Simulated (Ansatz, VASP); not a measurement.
**One calculation of Sc, two programs**

INCAR

```
  PREC = Accurate
  ENCUT = 520
  EDIFF = 1E-7
  ISMEAR = -1
  SIGMA = 0.05
  LREAL = False
  LASPH = True
  NELM = 80
  ALGO = Normal
  ISIF = 2
  LWAVE = False
  LCHARG = False
  GGA = PS
  NBANDS = 12
```

File KPOINTS:

```
regular mesh
0
Gamma
  9 9 9
```

The input POSCAR:

```
Sc
1.0
    0.0000000000      2.3329530609      2.3329530609
    2.3329530609      0.0000000000      2.3329530609
    2.3329530609      2.3329530609      0.0000000000
Sc
1
Direct
    0.0000000000      0.0000000000      0.0000000000
```

Input for Ansatz:

```yaml
crystal:
  lattice:
    - [0.0, 2.3329530609313895, 2.3329530609313895]
    - [2.3329530609313895, 0.0, 2.3329530609313895]
    - [2.3329530609313895, 2.3329530609313895, 0.0]
  atoms:
    - { symbol: Sc, position: [0.0, 0.0, 0.0] }
basis:
  ecutwfc: 500.0
kpoints:
  mp_grid:
    grid: [9, 9, 9]
hamiltonian:
  xc: pbesol
scf:
  occupations:
    method: fermi_dirac
    width: 0.05
output:
  stress: true
```

This isn't the form of Sc at room conditions, which is hcp.

Alike in both runs: task single point; functional PBEsol; k mesh 9 × 9 × 9; occupations fermi-dirac, width 0.05 eV; no spin polarisation.

```csv
,VASP,Ansatz
version,VASP 6.6.1,Ansatz 0.2.0
potentials or method,"VASP PAW PBE potentials, release 64 (Sc_sv)","plane waves, PAW"
plane-wave cutoff (eV),520,500
valence electrons in the cell,11,11
```

```csv
,VASP,Ansatz,Ansatz less VASP
pressure (GPa),-3.6,-3.6,+0.01
```

Caveats: the PAW data sets were made with another functional, which shifts forces and pressure a little (VASP).
